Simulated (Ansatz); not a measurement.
The system is Li.

```
CELL_PARAMETERS angstrom
-1.75465 1.75465 1.75465
1.75465 -1.75465 1.75465
1.75465 1.75465 -1.75465
ATOMIC_POSITIONS crystal
Li 0.00000 0.00000 0.00000
```

| Item | Value |
| --- | --- |
| Program | Ansatz 0.2.0 |
| Task | single point |
| Functional | PBEsol |
| Potentials or basis | all-electron LAPW, scalar-relativistic |
| Cutoff | 67 eV (chosen from the basis error) |
| Basis error allowed | 0.001 eV/atom |
| k mesh | 11 × 11 × 11 |
| Occupations | fermi-dirac, width 0.05 eV |
| Spin | no spin polarisation |

On this cell: pressure -0.8 GPa; band gap on the k mesh none (metal or under the smearing width).

The same run follows on a disturbed copy (cell strained at random at fixed volume):

```
CELL_PARAMETERS angstrom
-1.73329 1.76667 1.73520
1.72839 -1.79094 1.75457
1.74318 1.80083 -1.75947
ATOMIC_POSITIONS crystal
Li 0.98842 0.00844 0.97647
```

What does the disturbed cell give?

The energy (extrapolated to zero smearing) moves by +0.2 meV/atom; pressure -0.8 GPa; band gap on the k mesh none (metal or under the smearing width).

Stress tensor (GPa, compression positive):
```
-0.78 -0.07  0.02
-0.07 -0.88  0.19
 0.02  0.19 -0.79
```
